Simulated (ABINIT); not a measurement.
Crystal: PtS2.

```xyz
3
Lattice="3.5432 0.0000 0.0000 -1.7716 3.0685 0.0000 0.0000 0.0000 5.0388" Properties=species:S:1:pos:R:3 pbc="T T T"
Pt    0.0000    0.0000    0.0000
S     1.7716    1.0228    3.8950
S     0.0000    2.0457    1.1438
```

Base run:

| Property | Result |
| --- | --- |
| Program | ABINIT 10.8.3 (patched build) |
| Functional | PW91 |
| Potentials or basis | JTH PAW PBE v2.0 |
| Cutoff | 544 eV |
| k mesh | 9 × 9 × 5 |
| Occupations | fermi-dirac, width 0.05 eV |
| Spin | no spin polarisation |

Its results: band gap on the k mesh 0.97 eV, indirect (least direct gap 1.02 eV); pressure 12.5 GPa; largest force 1.414 eV/Å.

Q: After a change of settings the same cell gave: band gap on the k mesh 0.92 eV, indirect (least direct gap 0.96 eV); pressure 8.0 GPa; largest force 1.174 eV/Å. Which change was it?
A. functional from PW91 to WC
B. functional from PW91 to PBEsol; k mesh from 9 × 9 × 5 to 12 × 12 × 6
C. functional from PW91 to RPBE
D. functional from PW91 to PBE; k mesh from 9 × 9 × 5 to 7 × 7 × 4

A: A.

WC binds more tightly than PW91, so the same cell stands under less pressure.

Caveats: the PAW data sets were made with another functional, which shifts forces and pressure a little; spin-orbit coupling is left out, which moves the levels of the heavy elements.
